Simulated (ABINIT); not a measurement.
# Pb (Fm-3m) in ABINIT: a series of runs

One crystal, Pb, is run at these levels: PBE, LDA, r2SCAN; tasks: single point.

Everything below comes from runs of ABINIT 10.8.3 (patched build). Logs are shortened: lines on timing, memory, paths and dates and some standing lists are left out, and cuts for length are marked. The log counts tension as positive stress, the text compression.

**1. Starting point**

Symmetry: Fm-3m, No. 225, cubic system. The conventional cell has a = 4.950 Å, b = 4.950 Å, c = 4.950 Å, α = 90.00°, β = 90.00°, γ = 90.00°. Around Pb (site symmetry m-3m) lie 12 Pb at 3.50 Å.

**2. Single point, PBE**

Input file run.abi:

```
# Pseudopotentials
pp_dirpath "./"
pseudos "Pb.GGA_PBE-JTH.xml"

# Structure
acell 3*1.0
rprim
     0.0000000000     4.6771099530     4.6771099530
     4.6771099530     0.0000000000     4.6771099530
     4.6771099530     4.6771099530     0.0000000000
ntypat 1
znucl 82
natom 1
typat 1
xred
     0.0000000000     0.0000000000     0.0000000000

# Plane-wave basis
ecut 17.0
pawecutdg 34.0

# k points
kptopt 1
ngkpt 7 7 7
nshiftk 1
shiftk 0.0 0.0 0.0

# Exchange and correlation
ixc 11

# Bands and occupations
nband 11
occopt 3
tsmear 0.00183747

# SCF cycle
nstep 100
tolvrs 1.0e-9

# Output
iomode 3
prtwf 0
prtden 0
prteig 0
prtebands 0
enunit 2
```

Potentials or basis: JTH PAW PBE v2.0.

On the command line:

```console
$ abinit run.abi > log 2>&1
```

run.abo:

```text
.Version 10.8.3 of ABINIT
 Symmetries : space group Fm -3 m (#225); Bravais cF (face-center cubic)
================================================================================
 Values of the parameters that define the memory need of the present run
     intxc =       0    ionmov =       0      iscf =      17    lmnmax =      18
     lnmax =       6     mgfft =      27  mpssoang =       3    mqgrid =    3001
     natom =       1  nloc_mem =       2    nspden =       1   nspinor =       1
    nsppol =       1      nsym =      48    n1xccc =       1    ntypat =       1
    occopt =       3   xclevel =       2
       mpw =         700          nfft =       19683          nkpt =          20
 PAW method is used; the additional fine FFT grid is defined by:
   mgfftf=        36    nfftf =     46656
================================================================================
================================================================================

--------------------------------------------------------------------------------
------------- Echo of variables that govern the present computation ------------
--------------------------------------------------------------------------------
 -outvars: echo values of preprocessed input variables --------
            acell      1.0000000000E+00  1.0000000000E+00  1.0000000000E+00 Bohr
              amu      2.07200000E+02
             ecut      1.70000000E+01 Hartree
           enunit           2
              ixc          11
         kptrlatt        7    0    0      0    7    0      0    0    7
          kptrlen      4.63010263E+01
            natom           1
            nband          11
            ngfft          27      27      27
          ngfftdg          36      36      36
             nkpt          20
            nstep         100
             nsym          48
           ntypat           1
           occopt           3
        pawecutdg      3.40000000E+01 Hartree
         pawxcdev           0
           prtden           0
        prtebands           0
           prteig           0
            prtwf           0
            rprim      0.0000000000E+00  4.6771099530E+00  4.6771099530E+00
                       4.6771099530E+00  0.0000000000E+00  4.6771099530E+00
                       4.6771099530E+00  4.6771099530E+00  0.0000000000E+00
          spgroup         225
           tolvrs      1.00000000E-09
           tsmear      1.83747000E-03 Hartree
            typat      1
           useylm           1
            znucl       82.00000

================================================================================

 chkinp: Checking input parameters for consistency.

================================================================================
== DATASET  1 ==================================================================

--- !DatasetInfo
iteration_state: {dtset: 1, }
dimensions: {natom: 1, nkpt: 20, mband: 11, nsppol: 1, nspinor: 1, nspden: 1, mpw: 700, }
cutoff_energies: {ecut:  17.0, pawecutdg:  34.0, }
electrons: {nelect:   1.40000000E+01, charge:   0.00000000E+00, occopt:   3.00000000E+00, tsmear:   1.83747000E-03, }
meta: {optdriver: 0, ionmov: 0, optcell: 0, iscf: 17, paral_kgb: 0, }
[... 105 lines left out ...]
    1      0.00000000000000     0.00000000000000     0.00000000000000

 cartesian forces (hartree/bohr) at end:
    1     -0.00000000000000    -0.00000000000000    -0.00000000000000
 frms,max,avg= 0.0000000E+00 0.0000000E+00   0.000E+00  0.000E+00  0.000E+00 h/b

 cartesian forces (eV/Angstrom) at end:
    1     -0.00000000000000    -0.00000000000000    -0.00000000000000
 frms,max,avg= 0.0000000E+00 0.0000000E+00   0.000E+00  0.000E+00  0.000E+00 e/A
 length scales=  1.000000000000  1.000000000000  1.000000000000 bohr
              =  0.529177210544  0.529177210544  0.529177210544 angstroms
 Fermi (or HOMO) energy (hartree) =   0.26725   Average Vxc (hartree)=  -0.34700
 Eigenvalues (hartree) for nkpt=  20  k points:
 kpt#   1, nband= 11, wtk=  0.00292, kpt=  0.0000  0.0000  0.0000 (reduced coord)
  -0.35714   -0.35714   -0.35714   -0.35202   -0.35202   -0.16227    0.54197    0.54197
   0.54197    0.63024    0.68577
      occupation numbers for kpt#   1
   2.00000    2.00000    2.00000    2.00000    2.00000    2.00000    0.00000    0.00000
   0.00000    0.00000    0.00000
 prteigrs : prtvol=0 or 1, do not print more k-points.

 Fermi (or HOMO) energy (eV) =   7.27227   Average Vxc (eV)=  -9.44222
 Eigenvalues (   eV  ) for nkpt=  20  k points:
 kpt#   1, nband= 11, wtk=  0.00292, kpt=  0.0000  0.0000  0.0000 (reduced coord)
  -9.71835   -9.71835   -9.71835   -9.57907   -9.57907   -4.41547   14.74777   14.74777
  14.74777   17.14974   18.66080
 prteigrs : prtvol=0 or 1, do not print more k-points.

--- !EnergyTerms
iteration_state     : {dtset: 1, }
comment             : Components of total free energy in Hartree
kinetic             :  5.02042290461708E+00
hartree             :  1.74868963916579E+01
xc                  : -2.52449511408193E+00
Ewald energy        : -4.80335600165817E+01
psp_core            :  1.61088162094971E+00
local_psp           : -5.70999704141674E+01
PAW spherical_terms :  2.23385877683350E+01
internal            : -6.12012368592714E+01
'-kT*entropy'       : -1.24715351832071E-04
total_energy        : -6.12013615746233E+01
total_energy_eV     : -1.66537388858701E+03
...

--- !EnergyTermsDC
iteration_state     : {dtset: 1, }
comment             : '"Double-counting" decomposition of free energy'
band_energy         : -3.20877094125376E+00
Ewald energy        : -4.80335600165817E+01
psp_core            :  1.61088162094971E+00
xc_dc               : -1.73001728909484E+01
PAW spherical_terms :  5.73038703270525E+00
internal            : -6.12012351951289E+01
'-kT*entropy'       : -1.24715351832071E-04
total_energy_dc     : -6.12013599104807E+01
total_energy_dc_eV  : -1.66537384330339E+03
...

--- !EnergyTermsWithPAWCore
iteration_state     : {dtset: 1, }
comment             : 'Components of total free energy, including PAW core contributions'
Total energy        : -2.08820349538034E+04
Total energy DC     : -2.08820349521392E+04
Total energy (eV)   : -5.68229118730019E+05
Total energy DC (eV): -5.68229118684735E+05
...

 Cartesian components of stress tensor (hartree/bohr^3)
  sigma(1 1)= -3.07982285E-05  sigma(3 2)=  0.00000000E+00
  sigma(2 2)= -3.07982285E-05  sigma(3 1)=  0.00000000E+00
  sigma(3 3)= -3.07982285E-05  sigma(2 1)=  0.00000000E+00

-Cartesian components of stress tensor (GPa)         [Pressure=  9.0612E-01 GPa]
- sigma(1 1)= -9.06115166E-01  sigma(3 2)=  0.00000000E+00
- sigma(2 2)= -9.06115166E-01  sigma(3 1)=  0.00000000E+00
- sigma(3 3)= -9.06115166E-01  sigma(2 1)=  0.00000000E+00

== END DATASET(S) ==============================================================
================================================================================

 -outvars: echo values of variables after computation  --------
            acell      1.0000000000E+00  1.0000000000E+00  1.0000000000E+00 Bohr
           etotal     -6.1201359910E+01
            fcart     -0.0000000000E+00 -0.0000000000E+00 -0.0000000000E+00
            rprim      0.0000000000E+00  4.6771099530E+00  4.6771099530E+00
                       4.6771099530E+00  0.0000000000E+00  4.6771099530E+00
                       4.6771099530E+00  4.6771099530E+00  0.0000000000E+00
           strten     -3.0798228489E-05 -3.0798228489E-05 -3.0798228489E-05
                       0.0000000000E+00  0.0000000000E+00  0.0000000000E+00
 Calculation completed.
```

Wall time 6.8 s (1 thread of Arm Neoverse V1, shared host); peak memory 0.12 GiB.

Results:

```
Free energy                                           : -1665.3738 eV
Band gap on the k mesh                                : none (metal or under the smearing width)
Valence electrons inside the program's atomic spheres : Pb 11.40 (radii [1.2714] Å)
```

Levels at points of the mesh, in eV from the Fermi level:
| k point | band 3 | band 4 | band 5 | band 6 | band 7 | band 8 | band 9 | band 10 | band 11 |
| --- | --- | --- | --- | --- | --- | --- | --- | --- | --- |
| (0.00, 0.00, 0.00) | -16.99 | -16.85 | -16.85 | -11.69 | 7.48 | 7.48 | 7.48 | 9.88 | 11.39 |

Caveat: the cutoff is too short for stress, so the log's stress isn't used. Spin-orbit coupling is left out, which matters for the levels of Pb.

**3. Single point, LDA**

Input file run.abi:

```
# Pseudopotentials
pp_dirpath "./"
pseudos "Pb.LDA_PW-JTH.xml"

# Structure
acell 6.6144323282 6.6144323282 6.6144323282
rprim
     0.0000000000     0.7071067812     0.7071067812
     0.7071067812     0.0000000000     0.7071067812
     0.7071067812     0.7071067812     0.0000000000
ntypat 1
znucl 82
natom 1
typat 1
xcart
     0.0000000000     0.0000000000     0.0000000000 Angstrom

# Plane-wave basis
ecut 17.0
pawecutdg 34.0

# k points
kptopt 1
ngkpt 12 12 12
nshiftk 1
shiftk 0.0 0.0 0.0

# Exchange and correlation
ixc 7

# Bands and occupations
nband 11
occopt 3
tsmear 0.00183747

# SCF cycle
nstep 100
tolvrs 1.0e-9

# Output
iomode 3
prtwf 0
prteig 0
prtebands 0
prtden 1
prtvha 1
prtvclmb 1
prtpot 1
```

Potentials or basis: JTH PAW LDA v2.0.

On the command line:

```console
$ abinit run.abi > log 2>&1
```

It took 20 s on 1 thread of Arm Neoverse V1, shared host; peak memory 0.12 GiB.

Results (log left out):

```yaml
Free_energy: -1670.6622 eV
Band_gap_on_the_k_mesh: none (metal or under the smearing width)
Valence_electrons_inside_the_program's_atomic_spheres: Pb 11.41 (radii [1.2714] Å)
```

Levels at points of the mesh, in eV from the Fermi level:
| k point | band 3 | band 4 | band 5 | band 6 | band 7 | band 8 | band 9 | band 10 | band 11 |
| --- | --- | --- | --- | --- | --- | --- | --- | --- | --- |
| (0.00, 0.00, 0.00) | -16.99 | -16.85 | -16.85 | -11.84 | 7.28 | 7.28 | 7.28 | 9.86 | 11.35 |
| (0.50, 0.00, 0.00) | -16.98 | -16.71 | -16.71 | -8.24 | -4.23 | 5.46 | 5.46 | 9.33 | 9.52 |
| (0.50, 0.50, 0.00) | -16.72 | -16.68 | -16.68 | -6.85 | -3.31 | 1.97 | 1.97 | 5.47 | 6.77 |

Caveat: the cutoff is too short for stress, so the log's stress isn't used.

**4. Single point, r2SCAN**

Input file run.abi:

```
# Pseudopotentials
pp_dirpath "./"
pseudos "Pb.GGA_PBE-JTH.xml"

# Structure
acell 3*1.0 Angstrom
rprim
     0.0000000000     2.4750200000     2.4750200000
     2.4750200000     0.0000000000     2.4750200000
     2.4750200000     2.4750200000     0.0000000000
ntypat 1
znucl 82
natom 1
typat 1
xred
     0.0000000000     0.0000000000     0.0000000000

# Plane-wave basis
ecut 20.0
pawecutdg 40.0

# k points
kptopt 1
ngkpt 5 5 5
nshiftk 1
shiftk 0.0 0.0 0.0

# Exchange and correlation
ixc -497498
usekden 1
pawxcdev 0

# Bands and occupations
nband 11
occopt 3
tsmear 0.00183747

# SCF cycle
nstep 100
tolvrs 1.0e-8

# Output
iomode 3
prtwf 0
prtden 0
prteig 0
prtebands 0
enunit 1
```

Potentials or basis: JTH PAW PBE v2.0.

On the command line:

```console
$ abinit run.abi > log 2>&1
```

Wall time 22 s (1 thread of Arm Neoverse V1, shared host); peak memory 0.12 GiB.

Results (log left out):

```yaml
Free_energy: -236.5088 eV
Band_gap_on_the_k_mesh: none (metal or under the smearing width)
Valence_electrons_inside_the_program's_atomic_spheres: Pb 11.38 (radii [1.2714] Å)
```

Levels at points of the mesh, in eV from the Fermi level:
```
           k point  band 3  band 4  band 5  band 6  band 7  band 8  band 9  band 10  band 11
(0.00, 0.00, 0.00)  -17.45  -17.30  -17.30  -11.99    8.05    8.05    8.05    10.78    12.62
```

Caveat: the k mesh is coarse (spacing up to 0.44 Å⁻¹), so the values aren't converged; the cutoff is too short for stress, so the log's stress isn't used; totals of a meta-GGA on PAW files have another zero than those of a GGA; the PAW data sets were made with another functional, which shifts forces and pressure a little.

**5. Summary**

```tsv
level	potentials or basis	k mesh	cutoff (eV)	fine-grid cutoff	mesh quality	gap on the mesh (eV)
PBE	JTH PAW PBE v2.0	7 × 7 × 7	463	925.187 eV	not flagged	none
LDA	JTH PAW LDA v2.0	12 × 12 × 12	463	925.187 eV	not flagged	none
r2SCAN	JTH PAW PBE v2.0	5 × 5 × 5	544	1088.46 eV	coarse	none
```

Alike in all rows: task single point; no spin polarisation; cell as given; smearing fermi-dirac 0.05 eV.

Caveats: some runs use coarse meshes; totals of a meta-GGA on PAW files have another zero than those of a GGA (some runs); the PAW data sets were made with another functional, which shifts forces and pressure a little (some runs).

Total energies depend on the potentials used, so only differences within one code and one set of settings carry meaning.
